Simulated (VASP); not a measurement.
# W (Im-3m) in VASP: a series of runs

Aim: see how the results for W move with the level of theory and the settings. Levels: AM05, PW91, r2SCAN, SCAN, optB88-vdW. Tasks: relaxation of cell and atoms.

Everything below comes from runs of VASP 6.6.1. Logs are shortened: lines on timing, memory, paths and dates and some standing lists are left out, and cuts for length are marked.

## Step 1: The structure

It takes space group Im-3m (No. 229, cubic). Conventional cell: a = 3.165 Å, b = 3.165 Å, c = 3.165 Å, α = 90.00°, β = 90.00°, γ = 90.00°. W (site symmetry m-3m) is surrounded by 8 W at 2.74 Å.

## Step 2: Relaxation of cell and atoms, AM05

Input file INCAR:

```
  PREC = Accurate
  ENCUT = 600
  EDIFF = 1E-6
  ISMEAR = -1
  SIGMA = 0.05
  LREAL = F
  LASPH = T
  NELM = 80
  ALGO = Normal
  ISIF = 3
  LWAVE = F
  LCHARG = F
  GGA = AM
  IBRION = 2
  NSW = 40
  EDIFFG = -0.005
```

Input file KPOINTS:

```
regular mesh
0
Gamma
  12 12 12
```

Input file POSCAR:

```
W
1.0
   -1.5823450000      1.5823450000      1.5823450000
    1.5823450000     -1.5823450000      1.5823450000
    1.5823450000      1.5823450000     -1.5823450000
W
1
Direct
    0.0000000000      0.0000000000      0.0000000000
```

Potentials or basis: VASP PAW PBE potentials, release 64 (W_sv).

Command:

```console
> cat potpaw_PBE.64/W_sv/POTCAR > POTCAR
> mpirun -np 1 vasp_std > vasp.out
```

OUTCAR:

```text
PREC = Accurate
   ENCUT = 600
   EDIFF = 1E-6
   ISMEAR = -1
   LREAL = F
   LASPH = T
   NELM = 80
   ISIF = 3
   GGA = AM
   IBRION = 2
   NSW = 40
   EDIFFG = -0.005

 ion  position               nearest neighbor table
   1  0.000  0.000  0.000-

  LATTYP: Found a body centered cubic cell.
 ALAT       =     3.1646900000

  Lattice vectors:

 A1 = (  -1.5823450000,   1.5823450000,   1.5823450000)
 A2 = (   1.5823450000,  -1.5823450000,   1.5823450000)
 A3 = (   1.5823450000,   1.5823450000,  -1.5823450000)

Analysis of symmetry for initial positions (statically):
=====================================================================
 Subroutine PRICEL returns:
 Original cell was already a primitive cell.

 Routine SETGRP: Setting up the symmetry group for a
 body centered cubic supercell.

 Subroutine GETGRP returns: Found 48 space group operations
 (whereof 48 operations were pure point group operations)
 out of a pool of 48 trial point group operations.

The static configuration has the point symmetry O_h .

Analysis of symmetry for dynamics (positions and initial velocities):
=====================================================================
 Subroutine PRICEL returns:
 Original cell was already a primitive cell.

 Routine SETGRP: Setting up the symmetry group for a
 body centered cubic supercell.

 Subroutine GETGRP returns: Found 48 space group operations
 (whereof 48 operations were pure point group operations)
 out of a pool of 48 trial point group operations.

The dynamic configuration has the point symmetry O_h .

 Subroutine INISYM returns: Found 48 space group operations
 (whereof 48 operations are pure point group operations),
 and found     1 'primitive' translations

----------------------------------------------------------------------------------------

                                     Primitive cell

  volume of cell :      15.8476

  direct lattice vectors                    reciprocal lattice vectors
    -1.582345000  1.582345000  1.582345000     0.000000000  0.315986716  0.315986716
     1.582345000 -1.582345000  1.582345000     0.315986716  0.000000000  0.315986716
     1.582345000  1.582345000 -1.582345000     0.315986716  0.315986716  0.000000000

  length of vectors
     2.740701935  2.740701935  2.740701935     0.446872699  0.446872699  0.446872699

  position of ions in fractional coordinates (direct lattice)
     0.000000000  0.000000000  0.000000000
[... 97 lines left out ...]
  volume/ion in A,a.u.               =      15.85       106.94
  Fermi-wavevector in a.u.,A,eV,Ry     =   1.570832  2.968442 33.572544  2.467512
  Thomas-Fermi vector in A             =   2.672506
   LORBIT       =      0    0 simple, 1 ext, 2 COOP (PROOUT), +10 PAW based schemes
   GGA     = AM    functional components
   LHFCALC =     F    Hartree Fock is set to
   AEXX    =    0.0000 exact exchange contribution
   IVDW    =     0    specifies the selected vdW correction
   LEPSILON=     F    determine dielectric tensor
   LRPA    =     F    only Hartree local field effects (RPA)
 conjugate gradient relaxation of ions
 non-spin polarized calculation
  energy-cutoff  :      600.00
  volume of cell :       15.85
 maximum number of plane-waves:       543
 NGX is ok and might be reduce to    24
   NGX = 11   NGY = 11   NGZ = 11

--------------------------------------- Ionic step        1  -------------------------------------------

 number of electron      14.0000001 magnetization

 Free energy of the ion-electron system (eV)
  ---------------------------------------------------
  ext. energy  EPLUGINS =         0.00000000
  ---------------------------------------------------
  free energy    TOTEN  =       -13.58504448 eV

  energy without entropy =      -13.58042813  energy(sigma->0) =      -13.58273631

------------------------ aborting loop because EDIFF is reached ----------------------------------------

  FORCE on cell =-STRESS in cart. coord.  units (eV):
  Direction    XX          YY          ZZ          XY          YZ          ZX
  --------------------------------------------------------------------------------------
  -------------------------------------------------------------------------------------
  Total       -0.3926309     -0.3926309     -0.3926309      0.0000000     -0.0000000      0.0000000
  in kB      -39.6946097    -39.6946097    -39.6946097      0.0000000     -0.0000000      0.0000000
  external PRESSURE =     -39.6946097 kB  Pullay stress =       0.0000000 kB
[... 57 lines left out ...]
--------------------------------------- Ionic step        3  -------------------------------------------

 number of electron      14.0000001 magnetization

 Free energy of the ion-electron system (eV)
  ---------------------------------------------------
  ext. energy  EPLUGINS =         0.00000000
  ---------------------------------------------------
  free energy    TOTEN  =       -13.58754772 eV

  energy without entropy =      -13.58268377  energy(sigma->0) =      -13.58511574

 E-fermi :  11.3536     XC(G=0): -13.8387

 val. band max:       11.3134205052   @ k =   0.4167   0.0833   0.0000
 cond. band min:      11.3707163106   @ k =  -0.1667   0.1667   0.0833
 fundamental gap:      0.0572958054
 Fermi energy:        11.3535763174

 k-point     1 :       0.0000    0.0000    0.0000
  band No.  band energies     occupation
      1     -62.7570      2.00000
      2     -26.2718      2.00000
      3     -26.2718      2.00000
      4     -26.2718      2.00000
      5       1.7043      2.00000
      6      10.1944      2.00000
      7      10.1944      2.00000
      8      10.1944      2.00000
      9      13.7001      0.00000
     10      13.7001      0.00000
     11      25.9948      0.00000
[... 309 lines left out ...]
 k-point    24 :       0.4167    0.0833    0.0833
  band No.  band energies     occupation
      1     -62.6127      2.00000
      2     -27.5261      2.00000
      3     -26.7695      2.00000
      4     -26.3705      2.00000
      5       5.7421      2.00000
      6       7.7719      2.00000
      7      11.1769      1.94328
      8      13.8663      0.00000
      9      14.6470      0.00000
     10      18.9970      0.00000
     11      21.5378      0.00000

 [... further k-points ...]

------------------------ aborting loop because EDIFF is reached ----------------------------------------

  FORCE on cell =-STRESS in cart. coord.  units (eV):
  Direction    XX          YY          ZZ          XY          YZ          ZX
  --------------------------------------------------------------------------------------
  -------------------------------------------------------------------------------------
  Total       -0.0040642     -0.0040642     -0.0040642      0.0000000      0.0000000     -0.0000000
  in kB       -0.4160112     -0.4160112     -0.4160112      0.0000000      0.0000000     -0.0000000
  external PRESSURE =      -0.4160112 kB  Pullay stress =       0.0000000 kB
[... 16 lines left out ...]
  FREE ENERGIE OF THE ION-ELECTRON SYSTEM (eV)
  ---------------------------------------------------
  free  energy   TOTEN  =       -13.5875477213 eV

  energy  without entropy=      -13.5826837682  energy(sigma->0) =      -13.58511574

 reached required accuracy - stopping structural energy minimisation
```

OSZICAR:

```text
N       E                     dE             d eps       ncg     rms          rms(c)
DAV:   1     0.828454854586E+02    0.82845E+02   -0.86073E+03  1592   0.159E+03
DAV:   2    -0.126071814929E+02   -0.95453E+02   -0.92005E+02  1710   0.358E+02
[... 19 lines left out ...]
DAV:   1    -0.138550238850E+02   -0.29986E+00   -0.63961E+00  1632   0.412E+01    0.672E+00
DAV:   2    -0.136222891063E+02    0.23273E+00   -0.35999E-01  1608   0.805E+00    0.161E+00
DAV:   3    -0.135868672476E+02    0.35422E-01   -0.10059E-01  1659   0.421E+00    0.106E+00
DAV:   4    -0.135876475712E+02   -0.78032E-03   -0.29972E-03  1620   0.714E-01    0.284E-01
DAV:   5    -0.135875481868E+02    0.99384E-04   -0.34853E-04  1677   0.242E-01    0.120E-02
DAV:   6    -0.135875477213E+02    0.46549E-06   -0.31328E-06  1605   0.234E-02
   3 F= -.13587548E+02 E0= -.13585116E+02  d E =-.250324E-02
```

It took 18 s on 1 thread of Intel Xeon Platinum 8488C (Sapphire Rapids), shared host; peak memory 0.15 GiB.

Results:

```
Free energy                            : -13.5875 eV
Relaxed volume                         : 15.65 Å³/atom
Relaxed cell                           : a = 2.729 Å, b = 2.729 Å, c = 2.729 Å, α = 109.47°, β = 109.47°, γ = 109.47°
Space group after relaxing (to 0.05 Å) : Im-3m (No. 229)
Energy gained by relaxing              : 2.5 meV/atom
Ionic steps                            : 3
Pressure after relaxing                : 0.0 GPa
Band gap on the k mesh                 : none (metal or under the smearing width)
```

Step by step:
```tsv
step	energy change (eV)	largest force (eV/Å)	pressure (GPa)	volume (Å³)
1	0.0000	0.0000	-3.97	15.85
2	0.0299	0.0000	15.73	14.96
3	-0.0025	0.0000	-0.04	15.65
```

Final structure:
```
CELL_PARAMETERS angstrom
-1.57582 1.57582 1.57582
1.57582 -1.57582 1.57582
1.57582 1.57582 -1.57582
ATOMIC_POSITIONS crystal
W 0.00000 0.00000 0.00000
```

Caveat: the PAW data sets were made with another functional, which shifts forces and pressure a little. The run has no spin-orbit coupling, so splittings on W are missing.

## Step 3: Relaxation of cell and atoms, PW91

Changes to INCAR since step 2:

```diff
@@ -12,3 +12,3 @@
   LCHARG = F
-  GGA = AM
+  GGA = 91
   IBRION = 2
```

KPOINTS is that of step 2.

POSCAR is that of step 2.

Potentials or basis: VASP PAW PBE potentials, release 64 (W_sv).

Command:

```console
> cat potpaw_PBE.64/W_sv/POTCAR > POTCAR
> mpirun -np 1 vasp_std > vasp.out
```

OUTCAR:

```text
PREC = Accurate
   ENCUT = 600
   EDIFF = 1E-6
   ISMEAR = -1
   LREAL = F
   LASPH = T
   NELM = 80
   ISIF = 3
   GGA = 91
   IBRION = 2
   NSW = 40
   EDIFFG = -0.005

 ion  position               nearest neighbor table
   1  0.000  0.000  0.000-

  LATTYP: Found a body centered cubic cell.
 ALAT       =     3.1646900000

  Lattice vectors:

 A1 = (  -1.5823450000,   1.5823450000,   1.5823450000)
 A2 = (   1.5823450000,  -1.5823450000,   1.5823450000)
 A3 = (   1.5823450000,   1.5823450000,  -1.5823450000)

Analysis of symmetry for initial positions (statically):
=====================================================================
 Subroutine PRICEL returns:
 Original cell was already a primitive cell.

 Routine SETGRP: Setting up the symmetry group for a
 body centered cubic supercell.

 Subroutine GETGRP returns: Found 48 space group operations
 (whereof 48 operations were pure point group operations)
 out of a pool of 48 trial point group operations.

The static configuration has the point symmetry O_h .

Analysis of symmetry for dynamics (positions and initial velocities):
=====================================================================
 Subroutine PRICEL returns:
 Original cell was already a primitive cell.

 Routine SETGRP: Setting up the symmetry group for a
 body centered cubic supercell.

[... 161 lines left out ...]
  in kB       78.0213117     78.0213117     78.0213117     -0.0000000     -0.0000000      0.0000000
  external PRESSURE =      78.0213117 kB  Pullay stress =       0.0000000 kB
[... 22 lines left out ...]
--------------------------------------- Ionic step        2  -------------------------------------------

 number of electron      14.0000001 magnetization

 E-fermi :   9.7950     XC(G=0): -13.0387

 val. band max:        9.6976168739   @ k =   0.0833   0.0833   0.0000
 cond. band min:       9.8155498644   @ k =  -0.2500   0.3333   0.1667
 fundamental gap:      0.1179329905
 Fermi energy:         9.7949689180

 k-point     1 :       0.0000    0.0000    0.0000
  band No.  band energies     occupation
      1     -64.0241      2.00000
      2     -27.9524      2.00000
      3     -27.9524      2.00000
      4     -27.9524      2.00000
      5       0.9709      2.00000
      6       8.8227      2.00000
      7       8.8227      2.00000
      8       8.8227      2.00000
      9      11.8954      0.00000
     10      11.8954      0.00000
     11      24.2104      0.00000
[... 391 lines left out ...]
--------------------------------------- Ionic step        4  -------------------------------------------

 number of electron      14.0000002 magnetization

 Free energy of the ion-electron system (eV)
  ---------------------------------------------------
  ext. energy  EPLUGINS =         0.00000000
  ---------------------------------------------------
  free energy    TOTEN  =       -12.85042371 eV

  energy without entropy =      -12.84531291  energy(sigma->0) =      -12.84786831

 E-fermi :  11.0043     XC(G=0): -13.5037

 val. band max:       10.9965095530   @ k =  -0.1667   0.1667   0.0833
 cond. band min:      11.0431154899   @ k =  -0.1667   0.1667   0.1667
 fundamental gap:      0.0466059369
 Fermi energy:        11.0042839715

 k-point     1 :       0.0000    0.0000    0.0000
  band No.  band energies     occupation
      1     -62.7232      2.00000
      2     -26.5518      2.00000
      3     -26.5518      2.00000
      4     -26.5518      2.00000
      5       1.6690      2.00000
      6       9.8729      2.00000
      7       9.8729      2.00000
      8       9.8729      2.00000
      9      13.2714      0.00000
     10      13.2715      0.00000
     11      25.5832      0.00000
[... 350 lines left out ...]
  FREE ENERGIE OF THE ION-ELECTRON SYSTEM (eV)
  ---------------------------------------------------
  free  energy   TOTEN  =       -12.8504237122 eV

  energy  without entropy=      -12.8453129096  energy(sigma->0) =      -12.84786831

 reached required accuracy - stopping structural energy minimisation
```

CONTCAR:

```text
W
   1.00000000000000
    -1.5955626376883458    1.5955626376883458    1.5955626376883458
     1.5955626376883458   -1.5955626376883458    1.5955626376883458
     1.5955626376883458    1.5955626376883458   -1.5955626376883458
  W
     1
Direct
     0.0000000000000000    0.0000000000000000    0.0000000000000000

  0.00000000E+00  0.00000000E+00  0.00000000E+00
```

It took 20 s on 1 thread of Intel Xeon Platinum 8488C (Sapphire Rapids), shared host; peak memory 0.15 GiB.

Results:

- Free energy: -12.8504 eV
- Relaxed volume: 16.25 Å³/atom
- Relaxed cell: a = 2.764 Å, b = 2.764 Å, c = 2.764 Å, α = 109.47°, β = 109.47°, γ = 109.47°
- Space group after relaxing (to 0.05 Å): Im-3m (No. 229)
- Energy gained by relaxing: 9.5 meV/atom
- Ionic steps: 4
- Pressure after relaxing: 0.0 GPa
- Band gap on the k mesh: none (metal or under the smearing width)

Step by step:
```csv
step,energy change (eV),largest force (eV/Å),pressure (GPa),volume (Å³)
1,0.0000,0.0000,7.80,15.85
2,0.0931,0.0000,-21.30,17.68
3,-0.0095,0.0000,-0.26,16.26
4,-0.0095,0.0000,-0.01,16.25
```

Final structure:
```
W
1.0
    -1.59556    1.59556    1.59556
     1.59556   -1.59556    1.59556
     1.59556    1.59556   -1.59556
W
1
Direct
  0.00000 0.00000 0.00000
```

Levels at points of the mesh, in eV from the Fermi level:
| k point | band 3 | band 4 | band 5 | band 6 | band 7 | band 8 | band 9 | band 10 | band 11 |
| --- | --- | --- | --- | --- | --- | --- | --- | --- | --- |
| (0.00, 0.00, 0.00) | -37.56 | -37.56 | -9.34 | -1.13 | -1.13 | -1.13 | 2.27 | 2.27 | 14.58 |
| (0.50, 0.00, 0.00) | -37.95 | -37.56 | -6.02 | -3.39 | 0.78 | 2.15 | 3.09 | 6.00 | 10.81 |
| (0.50, 0.50, 0.50) | -38.41 | -38.41 | -5.56 | -5.56 | 5.06 | 5.06 | 5.06 | 8.21 | 8.21 |

Caveat: the PAW data sets were made with another functional, which shifts forces and pressure a little.

## Step 4: Relaxation of cell and atoms, r2SCAN

Changes to INCAR since step 3:

```diff
@@ -12,3 +12,4 @@
   LCHARG = F
-  GGA = 91
+  METAGGA = R2SCAN
+  LMIXTAU = T
   IBRION = 2
```

KPOINTS is that of step 3.

POSCAR is that of step 3.

Command:

```console
> cat potpaw_PBE.64/W_sv/POTCAR > POTCAR
> mpirun -np 1 vasp_std > vasp.out
```

Wall time 83 s (1 thread of Intel Xeon Platinum 8488C (Sapphire Rapids), shared host); peak memory 0.16 GiB.

The run converged. Its results:

* Free energy: -51.3576 eV
* Relaxed volume: 15.98 Å³/atom
* Relaxed cell: a = 2.749 Å, b = 2.749 Å, c = 2.749 Å, α = 109.47°, β = 109.47°, γ = 109.47°
* Space group after relaxing (to 0.05 Å): Im-3m (No. 229)
* Energy gained by relaxing: 1.2 meV/atom
* Ionic steps: 3
* Pressure after relaxing: 0.0 GPa
* Band gap on the k mesh: none (metal or under the smearing width)

Step by step:
```
step  energy change (eV)  largest force (eV/Å)  pressure (GPa)  volume (Å³)
   1              0.0000                0.0000            2.78        15.85
   2              0.0139                0.0000           -9.36        16.49
   3             -0.0012                0.0000            0.04        15.98
```

Final structure:
```xyz
1
Lattice="-1.5869 1.5869 1.5869 1.5869 -1.5869 1.5869 1.5869 1.5869 -1.5869" Properties=species:S:1:pos:R:3 pbc="T T T"
W     0.0000    0.0000    0.0000
```

Levels at points of the mesh, in eV from the Fermi level:
| k point | band 3 | band 4 | band 5 | band 6 | band 7 | band 8 | band 9 | band 10 | band 11 |
| --- | --- | --- | --- | --- | --- | --- | --- | --- | --- |
| (0.00, 0.00, 0.00) | -38.87 | -38.87 | -9.95 | -1.14 | -1.14 | -1.14 | 2.68 | 2.68 | 15.38 |
| (0.50, 0.00, 0.00) | -39.31 | -38.88 | -6.37 | -3.58 | 0.63 | 2.51 | 3.55 | 6.39 | 11.65 |
| (0.50, 0.50, 0.50) | -39.81 | -39.81 | -5.81 | -5.81 | 5.40 | 5.40 | 5.40 | 8.61 | 8.61 |

Caveat: the PAW data sets were made with another functional, which shifts forces and pressure a little. Zero-point motion and thermal expansion aren't in these numbers.

[end of part 1 of 2]
